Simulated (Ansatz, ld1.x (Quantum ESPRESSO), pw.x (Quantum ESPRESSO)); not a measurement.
# gold (Au) (diamond): variants of one TM potential in the solid

ld1.x (Quantum ESPRESSO) 7.5 input, shortened:

```
&input
   title='Au', zed=79., rel=1, dft='PBE', iswitch=3,
   config='[Xe] 4f14 5d10 6s1 6p0'
 /
 &inputp
   pseudotype=2, tm=.true., lloc=1,
   nlcc=.true., rcore=1.20
 /
3
6S  1  0   1.00   0.00  2.55  2.55  0.0
5D  3  2  10.00   0.00  1.25  1.25  0.0
6P  2  1   0.00   0.00  3.70  3.70  0.0
 &test
   configts(1)='5d10 6s1 6p0'
 /
```

Crystal test: diamond Au in pw.x 7.5, no spin, 8³ k-points, Fermi–Dirac smearing 0.01 Ry, cutoffs set for each file from its atomic test. The reference is all-electron LAPW (Ansatz 0.2.0) with the same functional, mesh and smearing; V0 and B0 come from Birch–Murnaghan fits to the pressures at five volumes. Errors are pseudo minus all-electron; Δ is the rms difference of the E(V) curves that follow from these fits, minima aligned, over ±6 % about the mean V0. Mesh and smearing are coarse, so the numbers serve the comparison and aren't converged zero-temperature values; the lattice is a test structure that the element need not adopt.

All-electron: a0 = 6.160 Å (V0 = 29.22 Å³/atom), B0 = 52.6 GPa.

Base: The largest radius (3.70 bohr) exceeds half the bond length (2.52 bohr), so the spheres overlap, which is one possible source of error among others. This is a poor potential for the solid. Atomic configuration tests: 2 of 7 tests not solved or not reliable.

A dash in a converged row means that the minimum lies outside the volumes sampled.

```csv
change,cutoffs (Ry),pw.x,a0 (Å),a0 error (%),B0 error (%),Δ (meV/atom),mean pressure error (GPa)
base,110/440,converged,–,–,–,–,+2.92
wave 6p (bound): rc 3.70 bohr becomes 6p (bound): rc 2.50 bohr,110/440,converged,–,–,–,–,+6.67
wave 6p (bound): rc 3.70 bohr becomes 6p (bound): rc 3.14 bohr,110/440,converged,–,–,–,–,+6.60
wave 6p (bound): rc 3.70 bohr becomes 6p (bound): rc 3.98 bohr,110/440,converged,6.119,-0.67,+11.4,6.9,-1.07
wave 6p (bound): rc 3.70 bohr becomes 6p (bound): rc 5.34 bohr,110/440,converged,–,–,–,–,-10.79
```

Q: Give the row for: wave 6p (bound): rc 3.70 bohr becomes 6p (bound): rc 4.66 bohr.

A: pw.x: converged; mean pressure error (GPa): -10.92.
